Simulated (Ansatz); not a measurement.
# Is this GaP2 stable against decomposition?

Theory: DFT PBE, scalar-relativistic, plane waves, PAW in Ansatz 0.2.0. Settings: cutoff 420 eV, Γ-centred meshes spaced at most about 0.3 Å⁻¹, and about 0.25 Å⁻¹ or finer for metals (2π included), Gaussian smearing. No spin polarisation.

The zero of energy is the elements' standard structures at the same level; no fitted shifts are applied. The references include black phosphorus.

These are static total energies at zero pressure. In GaP2 F-43m an odd number of electrons in the primitive cell allows no gap without spin; a larger cell or a magnetic state could open one. The reference form of P is held partly by dispersion forces, which this level lacks.

The competitors are the elements and 1 reference phase of this chemical system (from databases or known types: GaP), relaxed at the same level; other known phases may be missing.

The candidate was reached from: random cell.

```yaml
crystal:
  lattice:
    - [0.00000, 3.01173, 3.01173]
    - [3.01173, 0.00000, 3.01173]
    - [3.01173, 3.01173, 0.00000]
  atoms:
    - { symbol: Ga, position: [0.50000, 0.50000, 0.50000] }
    - { symbol: P, position: [0.75000, 0.75000, 0.75000] }
    - { symbol: P, position: [0.00000, 0.00000, 0.00000] }
```

The lowest competing mixture at this composition:

```tsv
phase	space group	source	share of atoms	ΔE_f (eV/atom)
P	-	element	0.3333	-0.0005
GaP	F-43m (No. 216)	Materials Project	0.6667	-0.432
```

The lowest database cell of P (-0.0005) lies slightly below the reference, hence the non-zero entry.

Problem. What are the hull's energy here, the candidate's formation energy and its margin?

Solution. The hull lies at -0.288 eV/atom, the weighted sum of the last column. The candidate has 0.450 eV/atom, which is 0.74 eV/atom above it. The candidate matches no cell in the subsets of the Crystallography Open Database and the Materials Project at hand. The margin is far too high for a likely synthesis.
